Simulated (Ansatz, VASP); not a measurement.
**Two plane-wave programs on SiNi2**

```xyz
3
Lattice="3.9695 0.0000 0.0000 -1.9848 3.4377 0.0000 0.0000 0.0000 2.4876" Properties=species:S:1:pos:R:3 pbc="T T T"
Si    0.0000    0.0000    0.0000
Ni    0.0000    2.2918    1.2438
Ni    1.9848    1.1459    1.2438
```

Alike in both runs: task relaxation of cell and atoms; functional PBE; k mesh 12 × 12 × 18; occupations gaussian, width 0.1 eV; no spin polarisation.

|  | VASP | Ansatz |
| --- | --- | --- |
| version | VASP 6.6.1 | Ansatz 0.2.0 |
| potentials or method | VASP PAW PBE potentials, release 64 (Si, Ni) | scalar-relativistic, plane waves, PAW |
| plane-wave cutoff (eV) | 600 | 420 |
| valence electrons in the cell | 24 | 40 |

|  | VASP | Ansatz | Ansatz less VASP |
| --- | --- | --- | --- |
| gap on the k mesh at the Fermi level, each at its own relaxed structure (eV) | none | none | - |
| relaxed volume (Å³/atom) | 11.27 | 11.28 | +0.010 |
| relaxed cell length with the largest relative difference (Å) | 2.481 | 2.482 | +0.0018 |

A gap of «none» marks a metal or a gap that the smearing closes. The two sets of potentials don't hold the same shells in valence.

Spin polarisation is off, so any magnetic state and its effect on volume and gap are missing.
